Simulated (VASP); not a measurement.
# P (P2/m) in VASP: a series of runs

The runs below take P through single point, with PBE.

All numbers are computed with VASP 6.6.1; they aren't measurements. Logs are shortened: lines on timing, memory, paths and dates and some standing lists are left out, and cuts for length are marked.

## 1. The structure

Symmetry: P2/m, No. 10, monoclinic system. The conventional cell has a = 2.425 Å, b = 2.439 Å, c = 4.852 Å, α = 90.00°, β = 90.24°, γ = 90.00°. Around P (site symmetry m) lie 6 P at 2.42 to 2.44 Å.

This isn't the form of P at room conditions, which is orthorhombic.

## 2. Single point, PBE

INCAR

```
PREC = Normal
ENCUT = 520
EDIFF = 1E-6
ISMEAR = 0
SIGMA = 0.1
LREAL = False
LASPH = True
NELM = 100
ALGO = Normal
ISIF = 2
LWAVE = False
LCHARG = False
GGA = PE
ADDGRID = False
```

KPOINTS

```
regular mesh
0
Gamma
  20 20 10
```

POSCAR

```
P
1.0
    2.4246941115      0.0000000000      0.0000000000
    0.0000000000      2.4385351442      0.0000000000
   -0.0203144631      0.0000000000      4.8524328982
P
2
Direct
    0.0000000300      0.0000000000      0.7494253600
    0.9999999700      0.0000000000      0.2505746400
```

Potentials or basis: VASP PAW PBE potentials, release 64 (P).

The run is started by

```console
cat potpaw_PBE.64/P/POTCAR > POTCAR
mpirun -np 1 vasp_std > vasp.out
```

OUTCAR:

```text
PREC = Normal
   ENCUT = 520
   EDIFF = 1E-6
   ISMEAR = 0
   LREAL = False
   LASPH = True
   NELM = 100
   ISIF = 2
   GGA = PE

 Found   1122 irreducible k-points:

 Following reciprocal coordinates:
            Coordinates               Weight
  0.000000  0.000000  0.000000      1.000000
  0.050000  0.000000 -0.000000      2.000000
  0.100000  0.000000 -0.000000      2.000000
  0.150000  0.000000 -0.000000      2.000000
  0.200000  0.000000 -0.000000      2.000000
  0.250000  0.000000 -0.000000      2.000000
   k-points           NKPTS =   1122   k-points in BZ     NKDIM =   1122   number of bands    NBANDS=      9
   number of dos      NEDOS =    301   number of ions     NIONS =      2
   total plane-waves  NPLWV =   5488
   dimension x,y,z NGX =    14 NGY =   14 NGZ =   28
   dimension x,y,z NGXF=    28 NGYF=   28 NGZF=   56
   ions per type =               2
   NGX,Y,Z   is equivalent  to a cutoff of   9.60,  9.54,  9.59 a.u.
   NGXF,Y,Z  is equivalent  to a cutoff of  19.20, 19.09, 19.19 a.u.
 SYSTEM =  unknown system
   PREC   = normal    normal or accurate (medium, high low for compatibility)
   ISTART =      0    job   : 0-new  1-cont  2-samecut
   ICHARG =      2    charge: 1-file 2-atom 10-const
   ISPIN  =      1    spin polarized calculation?
   LNONCOLLINEAR =      F non collinear calculations
   LSORBIT =      F    spin-orbit coupling
   LASPH  =      T    aspherical Exc in radial PAW
   ENCUT  =  520.0 eV  38.22 Ry    6.18 a.u.   4.51  4.53  9.02*2*pi/ulx,y,z
   NELM   =    100;   NELMIN=  2; NELMDL= -5     # of ELM steps
   EDIFF  = 0.1E-05   stopping-criterion for ELM
   LREAL  =      F    real-space projection
   EDIFFG = 0.1E-04   stopping-criterion for IOM
   NSW    =      0    number of steps for IOM
   IBRION =     -1    ionic relax: 0-MD 1-quasi-New 2-CG
   NFREE  =      0    steps in history (QN), initial steepest desc. (CG)
   ISIF   =      2    stress and relaxation
   ISYM   =      2    0-nonsym 1-usesym 2-fastsym
   POTIM  = 0.5000    time-step for ionic-motion
   TEBEG  =    0.0;   TEEND  =   0.0 temperature during run
   PSTRESS=    0.0 pullay stress
   NELECT =      10.0000    total number of electrons
   NUPDOWN=      -1.0000    fix difference up-down
   EMIN   =  10.00;   EMAX   =-10.00  energy-range for DOS
   EFERMI =   0.00;   METHOD = LEGACY
   ISMEAR =     0;   SIGMA  =   0.10  broadening in eV -4-tet -1-fermi 0-gaus
   EFERMI_NEDOS =   21; number of points for ismear=-14 and -15
   IALGO  =     38    algorithm
   IMIX   =      4    mixing-type and parameters
     AMIX     =   0.40;   BMIX     =  1.00
     AMIX_MAG =   1.60;   BMIX_MAG =  1.00
  volume/ion in A,a.u.               =      14.35        96.81
  Fermi-wavevector in a.u.,A,eV,Ry     =   1.152107  2.177167 18.059715  1.327352
  Thomas-Fermi vector in A             =   2.288761
   LORBIT       =      0    0 simple, 1 ext, 2 COOP (PROOUT), +10 PAW based schemes
   GGA     = PE    functional components
   LHFCALC =     F    Hartree Fock is set to
   AEXX    =    0.0000 exact exchange contribution
   IVDW    =     0    specifies the selected vdW correction
   LEPSILON=     F    determine dielectric tensor
   LRPA    =     F    only Hartree local field effects (RPA)
 non-spin polarized calculation
 Gauss-broadening in eV      SIGMA  =   0.10
  energy-cutoff  :      520.00
  volume of cell :       28.69
 maximum number of plane-waves:       797
   NGX =  9   NGY =  9   NGZ = 19

 number of electron      10.0000000 magnetization

 number of electron       9.9999998 magnetization

 Free energy of the ion-electron system (eV)
  ---------------------------------------------------
  ext. energy  EPLUGINS =         0.00000000
  ---------------------------------------------------
  free energy    TOTEN  =       -10.53854867 eV

  energy without entropy =      -10.53436554  energy(sigma->0) =      -10.53645710

 E-fermi :  10.0017     XC(G=0): -11.3444

 val. band max:       10.0016684992   @ k =   0.1500   0.4000   0.5000
 cond. band min:      10.0020768902   @ k =   0.0000   0.1500   0.3000
 fundamental gap:      0.0004083910
 Fermi energy:        10.0016987188

 k-point     1 :       0.0000    0.0000    0.0000
  band No.  band energies     occupation
      1      -6.7960      2.00000
      2      -2.3686      2.00000
      3       1.0608      2.00000
      4      14.8062      0.00000
      5      15.0140      0.00000
      6      15.0553      0.00000
      7      16.6070      0.00000
      8      16.6737      0.00000
      9      17.7323      0.00000

 k-point     2 :       0.0500    0.0000   -0.0000
  band No.  band energies     occupation
      1      -6.7379      2.00000
      2      -2.3102      2.00000
      3       1.1135      2.00000
      4      13.8095      0.00000
      5      14.8523      0.00000
      6      15.0672      0.00000
      7      16.6667      0.00000
      8      16.8591      0.00000
      9      17.7651      0.00000

 k-point     3 :       0.1000    0.0000   -0.0000
  band No.  band energies     occupation
      1      -6.5640      2.00000
      2      -2.1353      2.00000
      3       1.2708      2.00000
      4      12.0111      0.00000
      5      14.9895      0.00000
      6      15.2035      0.00000
      7      15.2574      0.00000
      8      16.8052      0.00000
      9      17.8851      0.00000

 k-point     4 :       0.1500    0.0000   -0.0000
  band No.  band energies     occupation
      1      -6.2754      2.00000
      2      -1.8449      2.00000
      3       1.5301      2.00000
      4      10.2011      0.00481
      5      13.6086      0.00000
      6      15.2153      0.00000
      7      15.4293      0.00000
      8      17.0302      0.00000
      9      18.0964      0.00000

 k-point     5 :       0.2000    0.0000   -0.0000
  band No.  band energies     occupation
      1      -5.8748      2.00000
      2      -1.4404      2.00000
      3       1.8865      2.00000
      4       8.4448      2.00000
      5      11.9796      0.00000
      6      15.5242      0.00000
      7      15.7375      0.00000
      8      17.3330      0.00000
      9      17.6274      0.00000

 k-point     6 :       0.2500    0.0000   -0.0000
  band No.  band energies     occupation
      1      -5.3665      2.00000
      2      -0.9247      2.00000
      3       2.3308      2.00000
      4       6.7701      2.00000
      5      10.4009      0.00000
      6      15.9066      0.00000
      7      15.9098      0.00000
      8      16.1191      0.00000
      9      17.6999      0.00000

 [... further k-points ...]

------------------------ aborting loop because EDIFF is reached ----------------------------------------

  FORCE on cell =-STRESS in cart. coord.  units (eV):
  Direction    XX          YY          ZZ          XY          YZ          ZX
  --------------------------------------------------------------------------------------
  -------------------------------------------------------------------------------------
  Total        0.4486469      0.3162210      0.4347813      0.0000000      0.0000000      0.0323374
  in kB       25.0535749     17.6585813     24.2792864      0.0000000      0.0000000      1.8058045
  external PRESSURE =      22.3304809 kB  Pullay stress =       0.0000000 kB

 VOLUME and BASIS-vectors are now :
 -----------------------------------------------------------------------------
  energy-cutoff  :      520.00
  volume of cell :       28.69
      direct lattice vectors                 reciprocal lattice vectors
     2.424694112  0.000000000  0.000000000     0.412423157  0.000000000  0.001726589
     0.000000000  2.438535144  0.000000000     0.000000000  0.410082259  0.000000000
    -0.020314463  0.000000000  4.852432898     0.000000000  0.000000000  0.206082190

 POSITION                                       TOTAL-FORCE (eV/Angst)
 -----------------------------------------------------------------------------------
     -0.01522      0.00000      3.63654         0.000104      0.000000      0.008978
      2.41960      0.00000      1.21590        -0.000104      0.000000     -0.008978
 -----------------------------------------------------------------------------------
    total drift:                                0.000000      0.000000     -0.000000

  FREE ENERGIE OF THE ION-ELECTRON SYSTEM (eV)
  ---------------------------------------------------
  free  energy   TOTEN  =       -10.5385486676 eV

  energy  without entropy=      -10.5343655412  energy(sigma->0) =      -10.53645710
```

Wall time 91 s (1 thread of Intel Xeon Platinum 8259CL at 2.50GHz (Skylake/Cascade Lake), shared host); peak memory 0.32 GiB.

These settings aren't checked as converged: the numbers below hold their error.

Results:

- Free energy: -10.5385 eV
- Pressure: 2.2 GPa
- Largest force: 0.009 eV/Å
- Band gap on the k mesh: none (metal or under the smearing width)

## 3. Single point, PBE

INCAR is that of step 2.

KPOINTS is that of step 2.

POSCAR

```
P
1.0
    2.4246941115      0.0000000000      0.0000000000
    0.0000000000      2.4385351442      0.0000000000
   -0.0203144631      0.0000000000      4.8524328982
P
2
Direct
   -0.0009640000     -0.0137570000      0.7520410000
    1.0088450000      0.0001830000      0.2407300000
```

Potentials or basis: VASP PAW PBE potentials, release 64 (P).

The run is started by

```console
cat potpaw_PBE.64/P/POTCAR > POTCAR
mpirun -np 1 vasp_std > vasp.out
```

It took 4.8 min on 1 thread of Intel Xeon Platinum 8259CL at 2.50GHz (Skylake/Cascade Lake), shared host; peak memory 0.49 GiB.

The run converged, but some of its settings lie outside the range that counts as converged, so its numbers aren't taken as properties of the crystal.

Results:

```
Free energy            : -10.5351 eV
Pressure               : 2.5 GPa
Largest force          : 0.101 eV/Å
Band gap on the k mesh : none (metal or under the smearing width)
```

## 4. The reference run

An earlier run on the cell as given: functional PBE; potentials or basis VASP PAW PBE potentials, release 64 (P); cutoff 520 eV; k mesh 11 × 11 × 6; occupations fermi-dirac, width 0.05 eV; no spin polarisation.

* Pressure: 1.9 GPa
* Largest force: 0.005 eV/Å
* Band gap on the k mesh: none (metal or under the smearing width)
